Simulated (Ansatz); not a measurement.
# Moving the pressure in CuO

The cell as given:

The structure is cubic, space group Pm-3m (No. 221). Conventional cell: a = 2.553 Å, b = 2.553 Å, c = 2.553 Å, α = 90.00°, β = 90.00°, γ = 90.00°. Cu (site symmetry m-3m) is surrounded by 8 O at 2.21 Å. Around O (site symmetry m-3m) lie 8 Cu at 2.21 Å.

Measurements of this composition are mostly on another form, of space group No. 15.

Kept alike: task relaxation of cell and atoms; functional PBE; k mesh 10 × 10 × 10; occupations fermi-dirac, width 0.05 eV; no spin polarisation. Program: Ansatz, Ansatz PAW, cutoff 420 eV. The mesh is that of the run's cell of 2 atoms. No spin-orbit coupling.

| pressure, P (GPa) | volume (Å³/atom) |
| --- | --- |
| 0 | 9.155 |
| 2 | 9.052 |
| 5 | 8.908 |
| 10 | ? |
| 20 | 8.341 |
| 30 | 8.052 |

The relaxations keep at least the cell's symmetry (Pm-3m). For a metal such a mesh leaves the last digits unconverged. The runs follow the start's structure, whether or not it is the stable one at these pressures. Ansatz's relaxations hold a Pulay term in the stress (up to 0.9 GPa here).

Problem. Fit the rows shown and predict the run at 10 GPa.

Solution. Murnaghan's form V = V0 (1 + B′P/B0)^(-1/B′) through the rows shown has V0 = 9.1546, B0 = 172.7 GPa and B′ = 4.51 (largest miss 0.0008); at P = 10 it gives 8.696 Å³/atom. The run gave: volume 8.696 Å³/atom.
